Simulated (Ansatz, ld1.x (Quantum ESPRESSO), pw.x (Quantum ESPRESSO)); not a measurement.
From atom to crystal: TM potential for cadmium (Cd)

```
Element                 : cadmium
Generator               : ld1.x (Quantum ESPRESSO) 7.5
Type                    : norm-conserving Troullier–Martins (Kleinman–Bylander form)
Functional              : PBE
Relativity              : scalar-relativistic
Frozen core             : [Kr] 4d10
Valence charge          : 2
Reference configuration : 5s2 5p0
Partial waves           : 5s (bound): rc 2.00 bohr; 5d channel at 0.2 Ry: rc 3.70 bohr; 5p (bound, empty): rc 3.65 bohr
Local potential         : the p channel
Core correction         : Bessel-smoothed model core, default radius (core density twice the valence density)
```

Crystal test: bcc Cd in pw.x 7.5, no spin, 13³ k-points, Fermi–Dirac smearing 0.01 Ry, cutoffs 50/200 Ry. The reference is all-electron LAPW (Ansatz 0.2.0) with the same functional, mesh and smearing; V0 and B0 come from Birch–Murnaghan fits to the pressures at five volumes. Errors are pseudo minus all-electron; Δ is the rms difference of the E(V) curves that follow from these fits, minima aligned, over ±6 % about the mean V0. Mesh and smearing are coarse, so the numbers serve the comparison and aren't converged zero-temperature values; the lattice is a test structure that the element need not adopt.

All-electron: a0 = 3.603 Å (V0 = 23.38 Å³/atom), B0 = 37.4 GPa.

Task: How far does the potential miss the all-electron equation of state?

Result: mean pressure error (GPa): -4.22. The pressure does not cross zero within the volumes sampled, so no fit is given. The largest radius (3.70 bohr) exceeds half the bond length (2.95 bohr), so the spheres overlap, which is one possible source of error among others. This is a poor potential for the solid. Atomic configuration tests: 1 of 5 tests not solved or not reliable. The logarithmic derivative shows an extra or strongly shifted pseudo pole above the reference energy (s near 0.00 Ry).

```tsv
V (Å³/atom)	P all-electron (GPa)	P pseudo (GPa)
22.321	2.01	-3.24
22.909	0.82	-3.84
23.496	-0.18	-4.32
24.083	-1.00	-4.71
24.671	-1.68	-5.01
```

Task: At the middle volume, how do free energy and pressure move when the wave cutoff is lowered (ecutrho kept at four times it)?

Result:

```
cutoff (Ry)  shift of F (meV/atom)  shift of P (GPa)
         22                  +13.1             -0.29
         30                   +6.2             +0.02
         40                   +1.6             -0.07
```

Input at the middle volume:

```
&control
  calculation='scf', prefix='x', pseudo_dir='./', outdir='./tmp', tstress=.true., disk_io='low'
/
&system
  ibrav=0, nat=1, ntyp=1, ecutwfc=50, ecutrho=200, nbnd=8,
  occupations='smearing', smearing='fd', degauss=0.01
/
&electrons
  conv_thr=1e-09, mixing_beta=0.4, electron_maxstep=70
/
ATOMIC_SPECIES
Cd 1.0 Cd.UPF
CELL_PARAMETERS angstrom
  -1.80431066 1.80431066 1.80431066
  1.80431066 -1.80431066 1.80431066
  1.80431066 1.80431066 -1.80431066
ATOMIC_POSITIONS crystal
Cd 0.0000 0.0000 0.0000
K_POINTS automatic
13 13 13 0 0 0
```

```bash
pw.x < Cd.scf.in > Cd.scf.out
```

Lines of the output:

```
Message from routine setup:
     using ibrav=0 with symmetry is DISCOURAGED, use correct ibrav instead
     lattice parameter (alat)  =       5.9057  a.u.
     unit-cell volume          =     158.5589 (a.u.)^3
     number of electrons       =         2.00
     number of Kohn-Sham states=            8
     kinetic-energy cutoff     =      50.0000  Ry
     charge density cutoff     =     200.0000  Ry
     scf convergence threshold =      1.0E-09
     Exchange-correlation= PBE
     number of k points=    84  Fermi-Dirac smearing, width (Ry)=  0.0100
     iteration #  1     ecut=    50.00 Ry     beta= 0.40
     total energy              =     -11.40944776 Ry
     estimated scf accuracy    <       0.00307507 Ry
     iteration #  2     ecut=    50.00 Ry     beta= 0.40
     total energy              =     -11.40943699 Ry
     estimated scf accuracy    <       0.00085076 Ry
     iteration #  3     ecut=    50.00 Ry     beta= 0.40
     total energy              =     -11.40951403 Ry
     estimated scf accuracy    <       0.00002151 Ry
     iteration #  4     ecut=    50.00 Ry     beta= 0.40
     c_bands:  3 eigenvalues not converged
     total energy              =     -11.40951610 Ry
     estimated scf accuracy    <       0.00000756 Ry
     iteration #  5     ecut=    50.00 Ry     beta= 0.40
     total energy              =     -11.40951668 Ry
     estimated scf accuracy    <       0.00000035 Ry
     iteration #  6     ecut=    50.00 Ry     beta= 0.40
     total energy              =     -11.40951672 Ry
     estimated scf accuracy    <          7.4E-09 Ry
     iteration #  7     ecut=    50.00 Ry     beta= 0.40
     total energy              =     -11.40951672 Ry
     estimated scf accuracy    <          1.8E-09 Ry
     iteration #  8     ecut=    50.00 Ry     beta= 0.40
     the Fermi energy is     2.8812 ev
!    total energy              =     -11.40951672 Ry
     estimated scf accuracy    <          3.8E-12 Ry
     smearing contrib. (-TS)   =      -0.00191559 Ry
     The total energy is F=E-TS. E is the sum of the following terms:
     one-electron contribution =       1.41203090 Ry
     hartree contribution      =       0.00202256 Ry
     xc contribution           =     -10.68698957 Ry
     ewald contribution        =      -2.13466502 Ry
     convergence has been achieved in   8 iterations
          total   stress  (Ry/bohr**3)                   (kbar)     P=      -43.23
```

The run at the middle volume (84 k-points, 8 iterations) took about 6.9 s on one core of a shared host (Neoverse-V2, 96 threads, 742 GiB, load 21).
